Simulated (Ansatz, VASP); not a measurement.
# CdTe in VASP and in Ansatz

```
Te Cd
1.0
     0.00000    3.24718    3.24718
     3.24718    0.00000    3.24718
     3.24718    3.24718    0.00000
Te Cd
1 1
Direct
  0.75000 0.75000 0.75000
  0.00000 0.00000 0.00000
```

Change from the starting cell: volume scaled by 1.04.

Alike in both runs: task single point; functional PBE; k mesh 7 × 7 × 7; occupations fermi-dirac, width 0.05 eV; no spin polarisation.

```csv
,VASP,Ansatz
version,VASP 6.6.1,Ansatz 0.2.0
potentials or method,"VASP PAW PBE potentials, release 64 (Te, Cd), cutoff 520 eV","all-electron LAPW, scalar-relativistic"
```

```tsv
	VASP	Ansatz	Ansatz less VASP
gap on the k mesh at the Fermi level (eV)	0.75	0.75	+0.001
least direct gap on the mesh (eV)	0.75	0.75	+0.001
pressure (GPa)	2.4	2.3	-0.13
```

Ansatz ran all-electron here, so the differences hold the error of VASP's frozen core and of both bases.

Caveats: spin-orbit coupling is left out, which moves the levels of the heavy elements.
